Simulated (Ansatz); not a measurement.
Rocksalt NaI, relaxed with r2SCAN in Ansatz 0.2.0. The symmetry is Fm-3m (No. 225, cubic); a = 6.459 Å in the conventional setting, 33.69 Å³ an atom. Na is surrounded by 6 I at 3.23 Å; I is surrounded by 6 Na at 3.23 Å.

The axes x, y and z are those of this cell:
```
Na I
1.0
     0.00000    3.22972    3.22972
     3.22972    0.00000    3.22972
     3.22972    3.22972    0.00000
Na I
1 1
Cartesian
  0.0000 0.0000 0.0000
  3.2297 3.2297 3.2297
```

Unstrained: PBE gives a direct gap of 3.661 eV at Γ. The r2SCAN gap is direct at Γ: 4.449 eV. The HSE06 gap is direct at Γ: 4.692 eV. Meshes: PBE 8×8×8, r2SCAN 8×8×8, HSE06 6×6×6. Strains are changes of length per length, and xy shears are angles. After each strain the atoms were relaxed again with r2SCAN within the symmetry that the strain leaves, so tilts or polar shifts that break it weren't tested; points keep the names that they have in the unstrained zone. Calculated for a static, non-magnetic cell.

(1) Estimate what uniaxial -0.5 % along [111], other directions held does to the gap.

(2) Estimate what xy shear, engineering strain (angle) -4.0 % does to the gap.

(3) Apply uniaxial +1.0 % along z, other directions held. How far does the gap move, against the unstrained cell?

(4) Estimate what uniaxial -0.5 % along x, other directions held does to the gap.

(5) Order the strained cells by their HSE06 gap, smallest first.
A. uniaxial -0.5 % along x, other directions held
B. uniaxial +1.0 % along z, other directions held
C. xy shear, engineering strain (angle) -4.0 %
D. uniaxial -0.5 % along [111], other directions held

Results:

(1) PBE: the gap goes from 3.661 to 3.660 eV (-0.001 eV); with r2SCAN the top three valence levels at Γ, degenerate before, become 1+2 from the top over 23 meV. r2SCAN: the gap goes from 4.449 to 4.449 eV (0.000 eV). HSE06: the gap goes from 4.692 to 4.691 eV (-0.001 eV). The r2SCAN energy rises by 0.1 meV an atom.

(2) PBE: the gap goes from 3.661 to 3.563 eV (-0.098 eV); with r2SCAN the top three valence levels at Γ, degenerate before, become 1+1+1 from the top over 183 meV. r2SCAN: the gap goes from 4.449 to 4.346 eV (-0.103 eV). HSE06: the gap goes from 4.692 to 4.589 eV (-0.103 eV). The r2SCAN energy rises by 1.4 meV an atom.

(3) PBE: the gap goes from 3.661 to 3.627 eV (-0.034 eV); with r2SCAN the top three valence levels at Γ, degenerate before, become 1+2 from the top over 11 meV. r2SCAN: the gap goes from 4.449 to 4.411 eV (-0.038 eV). HSE06: the gap goes from 4.692 to 4.655 eV (-0.037 eV). The r2SCAN energy rises by 0.3 meV an atom.

(4) PBE: the gap goes from 3.661 to 3.672 eV (+0.011 eV). r2SCAN: the gap goes from 4.449 to 4.462 eV (+0.013 eV). HSE06: the gap goes from 4.692 to 4.704 eV (+0.012 eV). The r2SCAN energy rises by 0.1 meV an atom.

(5) C (4.59 eV), B (4.65 eV), D (4.69 eV), A (4.70 eV).

No spin-orbit coupling is included; it can move band edges with weight on the heavy atoms by tenths of an eV.

The meshes of the hybrids are coarse, so their gaps aren't converged to the digits shown.

The splittings at Γ are without spin-orbit coupling, which regroups them where it is of like size or larger.
